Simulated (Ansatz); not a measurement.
**NaH: energy against volume in PBE, exact exchange and the RPA**

The task here is to estimate one member of a computed series from the others.

Code: Ansatz 0.2.0. PBE orbitals, norm-conserving pseudopotentials, plane waves. No spin polarisation and no zero-point or thermal motion; the cell was built from a prototype and may be hypothetical.

## The cell

The cell was relaxed beforehand with r2SCAN; volume changes: +0 %, -5 %, +5 %, -10 %, +10 %.

It is cubic, Pm-3m (No. 221); a = 2.932 Å in the conventional setting, 12.61 Å³ an atom. Na has 8 H at 2.54 Å; H has 8 Na at 2.54 Å.

Structure file:

```
CELL_PARAMETERS angstrom
2.93239 0.00000 0.00000
0.00000 2.93239 0.00000
0.00000 0.00000 2.93239
ATOMIC_POSITIONS crystal
Na 0.00000 0.00000 0.00000
H 0.50000 0.50000 0.50000
```

Set-up of the first run:

Contents of input.yaml:

```yaml
crystal:
  lattice:
    - [2.9323912055, 0.0, 0.0]
    - [0.0, 2.9323912055, 0.0]
    - [0.0, 0.0, 2.9323912055]
  atoms:
    - { symbol: Na, position: [0.0, 0.0, 0.0] }
    - { symbol: H, position: [0.5, 0.5, 0.5] }
kpoints:
  mp_grid: { grid: [6, 6, 6] }
hamiltonian:
  xc: pbe
  pseudopotentials: { kind: nc }
scf:
  occupations: { method: fixed }
output:
  rpa_energy:
    ecut_chi_ladder: [208, 233, 258, 287, 315]
    long_wavelength: optical_limit
basis:
  ecutwfc: 1197.300995
```

Steps of the session up to this table: The unscaled cell; Volume -5 %; Volume +5 %; Volume -10 %; Volume +10 %.

One of the session's tables, all rows but one given; the rest of the session is left out.

Energies in meV/atom from the unscaled cell:

```
volume (Å³/atom)   PBE  exact exchange  EXX+RPA  RPA correlation
          11.347  19.0            30.6     10.5            -20.1
          11.977   6.2            11.7      1.0            -10.6
          12.608   0.0             0.0      0.0              0.0
          13.238     ?               ?        ?                ?
          13.868   2.4            -6.9     12.1             19.1
```

**Question.** Estimate the row for volume (Å³/atom) = 13.238.

Worked estimate for «PBE». A straight line through the neighbours (12.608, 0.0) and (13.868, 2.4) gives 0.0 + (2.4 − 0.0) × (13.238 − 12.608) / (13.868 − 12.608) = 1.2; a parabola fitted to 3 rows on both sides gives -1.3.

As computed: PBE: -0.9; exact exchange: -5.8; EXX+RPA: 4.0; RPA correlation: 9.8. In «PBE» the line misses by +2.1 and the parabola by -0.4.

Caveats from the session: The curve is too rough to resolve B₀ and B₀′ of EXX+RPA; its minimum, near 12.4 Å³/atom, is a rough guide.
